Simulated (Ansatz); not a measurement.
# RbBr (Pm-3m): equation of state with a fit, by script

Where is the equilibrium volume of RbBr (Pm-3m), and how stiff is it? Wanted for RbBr (Pm-3m): an equation of state with a fit.

Program: the Python package of Ansatz 0.2.0. Level of theory: DFT PBEsol, plane waves, PAW. These are calculated values, not measurements.

### 1 The system

The structure is cubic, space group Pm-3m (No. 221). The conventional cell has a = 4.126 Å, b = 4.126 Å, c = 4.126 Å, α = 90.00°, β = 90.00°, γ = 90.00°. Rb (site symmetry m-3m) is surrounded by 8 Br at 3.57 Å. Br (site symmetry m-3m) has 8 Rb at 3.57 Å in its first shell of neighbours.

The script holds or builds the structure itself.

### 2 Script

Input file eos_rbbr.py:

```python
"""Energy against volume for RbBr, with a fit."""

import ansatz
import numpy as np

FUNCTIONAL = "PBEsol"
CUTOFF_EV = 500
MESH = (6, 6, 6)

vectors0 = np.array([
    [4.12608, 0.0, 0.0],
    [0.0, 4.12608, 0.0],
    [0.0, 0.0, 4.12608],
])
sites = [
    ("Rb", [0.0, 0.0, 0.0]),
    ("Br", [0.5, 0.5, 0.5]),
]


def crystal_on(cell):
    crystal = ansatz.Crystal(lattice=ansatz.Lattice.of(cell))
    for symbol, position in sites:
        crystal = crystal.atom(symbol, position)
    return crystal

# scale the volume, keep shape and fractions
volumes, energies = [], []
for scale in np.linspace(0.9, 1.1, 9):
    cell = vectors0 * scale ** (1 / 3)
    calculation = crystal_on(cell).calculation()
    calculation = calculation.functional(FUNCTIONAL).occupations(ansatz.OccupationsMethod.GAUSSIAN)
    calculation = calculation.basis(CUTOFF_EV)
    calculation = calculation.kpoints(*MESH)
    rep = calculation.run(threads=1).report
    volumes.append(abs(np.linalg.det(cell)) / len(sites))
    energies.append(rep["free_energy_ev"] / len(sites))
    print(f"V = {volumes[-1]:8.4f} A^3/atom  F = {energies[-1]:.5f} eV/atom")

# third-order Birch-Murnaghan: a cubic in V^(-2/3)
x = np.array(volumes) ** (-2 / 3)
poly = np.polynomial.Polynomial.fit(x, energies, 3).convert()
roots = poly.deriv().roots()
x0 = min((r.real for r in roots if abs(r.imag) < 1e-9 and poly.deriv(2)(r.real) > 0), key=lambda r: abs(r - x.mean()))
v0 = x0 ** -1.5
b0 = 4 / 9 * poly.deriv(2)(x0) * v0 ** (-7 / 3) * 160.21766
b1 = 4 + 2 / 3 * x0 * poly.deriv(3)(x0) / poly.deriv(2)(x0)
print(f"V0 = {v0:.4f} A^3/atom, B0 = {b0:.1f} GPa, dB/dP = {b1:.2f}")
```

### 3 The run

On the command line:

```bash
$ python eos_rbbr.py
```

**Question.** Where does the minimum lie against the volume typed, and how stiff is the crystal?

**Answer**, as computed:

```
                      quantity           value
                 runs compared               9
               range of energy  27.91 meV/atom
lowest point, volume (Å³/atom)          33.366
      equilibrium volume (fit)   33.78 Å³/atom
            bulk modulus (fit)          17 GPa
```

**Reading.** A third-order Birch-Murnaghan fit through the 9 points has its minimum at 33.78 Å³ an atom, 3.8 % below the typed cell, with a bulk modulus of 17 GPa and dB/dP = 5.1. From that minimum the energy rises by 8.5 meV an atom on the compressed side and 28.2 meV on the expanded side. The structure comes from a database of computed cells and needn't be a stable or known phase.
